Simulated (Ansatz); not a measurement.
Si2Mo: equation of state with PBE

The system is Si2Mo.

```
Mo Si
1.0
    -1.60000    1.60000    3.93050
     1.60000   -1.60000    3.93050
     1.60000    1.60000   -3.93050
Mo Si
1 2
Direct
  0.00000 0.00000 0.00000
  0.66700 0.66700 0.00000
  0.33300 0.33300 0.00000
```

```json
{
 "Program": "Ansatz 0.2.0",
 "Task": "equation of state",
 "Functional": "PBE",
 "Potentials or basis": "Ansatz PAW large core",
 "Cutoff": "420 eV",
 "Density cutoff": "1680 eV",
 "k mesh": "12 × 12 × 12",
 "Occupations": "fermi-dirac, width 0.05 eV",
 "Spin": "no spin polarisation"
}
```

- Equilibrium volume: 13.56 Å³/atom
- Bulk modulus at fixed shape and positions: 208 GPa
- Pressure derivative of the bulk modulus: 4.4

Energy against volume, from the lowest point:
```tsv
volume (Å³/atom)	energy (meV/atom)
12.611	48.17
12.879	23.43
13.148	7.76
13.416	0.23
13.684	0.00
13.953	6.34
14.221	18.56
```

All runs of the series together: 20 s on 2 threads of Arm Neoverse V1, with other jobs on the host.

Caveat: the cell was scaled at fixed shape and fractional positions, which overstates the stiffness of a crystal with free parameters, most of all of layers and chains; this set keeps more shells in the core, which shifts pressures and gaps.
